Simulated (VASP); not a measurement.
# TiH2: single point with PBEsol

TiH2:

```
Ti H
1.0
    -1.59650    1.59650    2.13350
     1.59650   -1.59650    2.13350
     1.59650    1.59650   -2.13350
Ti H
1 2
Direct
  0.88282 0.88282 0.00000
  0.75000 0.25000 0.50000
  0.25000 0.75000 0.50000
```

The cell isn't the ideal one: all Ti atoms moved -0.500 Å, as atom 1 along Cartesian [0 0 1].

| Property | Result |
| --- | --- |
| Program | VASP 6.6.1 |
| Task | single point |
| Functional | PBEsol |
| Potentials or basis | VASP PAW PBE potentials, release 64 (Ti_sv, H) |
| Cutoff | 520 eV |
| k mesh | 20 × 20 × 20 |
| Occupations | gaussian, width 0.15 eV |
| Spin | no spin polarisation |
| Dipole correction | no |
| Further INCAR settings | ALGO = Fast; EDIFF = 1e-06; NBANDS = 14 |

The pressure is 7.6 GPa. The largest force is 3.764 eV/Å and the band gap on the k mesh is none (metal or under the smearing width).

Forces in eV/Å, atoms in the order of the input:
```
Ti   0.000  0.000  3.764
H    0.000  0.000 -1.882
H    0.000  0.000 -1.882
```

Stress tensor (GPa, compression positive):
```
12.11  0.00  0.00
 0.00 12.11  0.00
 0.00  0.00 -1.45
```

Levels at points of the mesh, in eV from the Fermi level:
| k point | band 4 | band 5 | band 6 | band 7 | band 8 | band 9 | band 10 | band 11 |
| --- | --- | --- | --- | --- | --- | --- | --- | --- |
| (0.00, 0.00, 0.00) | -33.05 | -10.27 | -3.06 | -0.06 | -0.06 | 1.38 | 1.50 | 5.19 |
| (0.50, 0.00, 0.00) | -33.10 | -7.01 | -5.01 | -0.22 | -0.06 | 2.14 | 2.48 | 4.64 |
| (0.50, 0.50, 0.00) | -33.19 | -5.13 | -4.70 | -2.97 | 2.14 | 2.39 | 2.72 | 3.60 |
| (0.50, 0.50, 0.50) | -33.21 | -6.60 | -5.75 | -1.01 | 2.46 | 2.58 | 2.58 | 6.79 |

Wall time 3.3 min on 1 thread of Intel(R) Xeon(R) Platinum 8559C (Emerald Rapids), on a shared host, peak memory 0.3 GiB.

Caveat: the PAW data sets were made with another functional, which shifts forces and pressure a little.
